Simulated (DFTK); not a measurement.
Input of a DFTK 0.8.2 run:

Contents of run.jl:

```julia
using DFTK
using PseudoPotentialData
using Unitful, UnitfulAtomic
using LinearAlgebra, Printf
include("save.jl")
disable_threading()

lines     = readlines("SnTe.xyz")
cell_ang  = reshape(parse.(Float64, split(match(r"Lattice=\"([^\"]+)\"", lines[2])[1])), 3, 3)
lattice   = austrip(1u"Å") * cell_ang
symbols   = [Symbol(split(l)[1]) for l in lines[3:end]]
positions = [round.(cell_ang \ parse.(Float64, split(l)[2:4]); digits=9) for l in lines[3:end]]
pseudopotentials = PseudoFamily("cp2k.nc.sr.pbe.v0_1.semicore.gth")
elements = Dict(s => ElementPsp(s, pseudopotentials) for s in unique(symbols))
atoms    = [elements[s] for s in symbols]

build_model(lattice, positions; symmetries=true) =
    model_DFT(lattice, atoms, positions;
              functionals=r2SCAN(),
              temperature=austrip(0.05u"eV"),
              smearing=Smearing.FermiDirac(),
              symmetries)
Ecut  = 35.0  # hartree
kgrid = [5, 5, 5]
tol   = 1e-6
to_GPa = ustrip(uconvert(u"GPa", 1u"hartree/bohr^3"))

results["points"] = []
for scale in [0.94, 0.96, 0.98, 1.0, 1.02, 1.04, 1.06]
    println("\n=== scale = ", scale)
    model = build_model(cbrt(scale) * lattice, positions)
    basis = PlaneWaveBasis(model; Ecut, kgrid)
    t0 = time()
    scfres = self_consistent_field(basis;
                                   tol,
                                   nbandsalg=AdaptiveBands(model; n_bands_converge=10),
                                   solver=ScfAndersonSolver())
    seconds = time() - t0
    @printf "SCF: %d iterations, %.1f s\n" scfres.n_iter seconds
    forces = compute_forces_cart(scfres)
    stress = compute_stresses_cart(scfres)
    @printf "V = %.5f Å^3  F = %.8f Ha  max force = %.5f eV/Å  p = %.4f GPa\n" ustrip(auconvert(u"Å^3", model.unit_cell_volume)) scfres.energies.total ustrip(auconvert(u"eV/Å", maximum(norm, forces))) (-tr(stress) / 3 * to_GPa)
    push!(results["points"], save_scf!(scfres; forces, stress, d=Dict{String,Any}("seconds" => seconds, "n_matvec" => get(scfres, :n_matvec, 0))))
end

# third-order Birch-Murnaghan fit in x = V^(-2/3)
V = [0.94, 0.96, 0.98, 1.0, 1.02, 1.04, 1.06] * abs(det(lattice))
E = [p["total"] for p in results["points"]]
x = V .^ (-2 / 3)
c = [x .^ 0 x x .^ 2 x .^ 3] \ E
Δ = c[3]^2 - 3c[2] * c[4]
if Δ > 0
    x0 = (-c[3] + sqrt(Δ)) / 3c[4]
    B0 = 4 / 9 * x0^(7 / 2) * (2c[3] + 6c[4] * x0)
    @printf "V0 = %.4f Å^3  B0 = %.2f GPa\n" ustrip(auconvert(u"Å^3", x0^(-3 / 2))) B0 * to_GPa
end
```

The input SnTe.xyz:

```xyz
2
Lattice="0.0000000000 3.1508500000 3.1508500000 3.1508500000 0.0000000000 3.1508500000 3.1508500000 3.1508500000 0.0000000000" Properties=species:S:1:pos:R:3 pbc="T T T"
Te     3.1508500000      3.1508500000      3.1508500000
Sn     0.0000000000      0.0000000000      0.0000000000
```

Potentials or basis: cp2k.nc.sr.pbe.v0_1.semicore.gth (PBE, GTH).

Run with:

```bash
$ julia --threads=1 run.jl  # save.jl only writes the numbers to a file and isn't shown; printed stress counts tension as positive; times include loading and compiling
```

**Question.** Predict the bulk modulus.

**Answer.** 42 GPa (rough).

**Question.** What does it give for the equilibrium volume?

**Answer.** 33.17 Å³/atom (rough: see the caveat).

Energy against volume, from the lowest point:
| volume (Å³/atom) | energy (meV/atom) |
| --- | --- |
| 29.404 | 68.41 |
| 30.030 | 45.91 |
| 30.656 | 28.43 |
| 31.281 | 15.51 |
| 31.907 | 6.71 |
| 32.532 | 1.66 |
| 33.158 | 0.00 |

Caveat: the minimum lies outside the volumes run; this odd mesh misses L, where the gap lies, so gap, dielectric constants and Born charges aren't listed; GTH potentials come without recommended cutoffs, and this one wasn't checked for convergence; the potentials were made for another functional, which shifts forces and pressure. Spin-orbit coupling is left out, which matters for the levels of Te.
